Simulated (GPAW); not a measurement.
The system is Rh.

```
Rh
1.0
     2.73098    0.00000    0.00000
    -1.36549    2.36510    0.00000
     0.00000    0.00000    4.42849
Rh
2
Direct
  0.33333 0.66667 0.25000
  0.66667 0.33333 0.75000
```

This isn't the form of Rh at room conditions, which is fcc.

| Item | Value |
| --- | --- |
| Program | GPAW 26.7.0 |
| Task | relaxation of cell and atoms |
| Functional | PBEsol |
| Dispersion | D3 |
| Potentials or basis | PAW data sets generated in the run's folder for this functional |
| Cutoff | 600 eV |
| Basis | pw |
| k mesh | 8 × 8 × 5 |
| Occupations | fermi-dirac, width 0.05 eV |
| Spin | no spin polarisation |

At the start: pressure -17.1 GPa; volume 14.30 Å³/atom.

Problem. How do energy, volume and symmetry change on relaxing?

Solution. Over 6 steps the energy falls by 54.0 meV/atom and the volume is 13.38 Å³/atom (-6.4 %); space group P6_3/mmc (No. 194, to 0.05 Å).

The path:
```csv
step,energy change (eV),largest force (eV/Å),pressure (GPa),volume (Å³)
1,0.0000,0.0000,-17.06,28.60
2,-0.0782,0.0000,-9.45,27.69
3,-0.1074,0.0000,1.26,26.66
4,-0.1078,0.0000,-0.02,26.77
5,-0.1078,0.0000,-0.05,26.77
6,-0.1079,0.0000,-0.01,26.77
```

Final structure:
```cif
data_structure
_symmetry_space_group_name_H-M 'P 1'
_symmetry_Int_Tables_number 1
_cell_length_a 2.6783
_cell_length_b 2.6783
_cell_length_c 4.3089
_cell_angle_alpha 90.000
_cell_angle_beta 90.000
_cell_angle_gamma 120.000
_cell_volume 26.77
loop_
_atom_site_label
_atom_site_type_symbol
_atom_site_fract_x
_atom_site_fract_y
_atom_site_fract_z
_atom_site_occupancy
Rh1 Rh 0.33333 0.66667 0.25000 1
Rh2 Rh 0.66667 0.33333 0.75000 1
```

Caveat: later steps reuse the first step's grids; pairwise dispersion overbinds metals, which lowers pressure and volume.
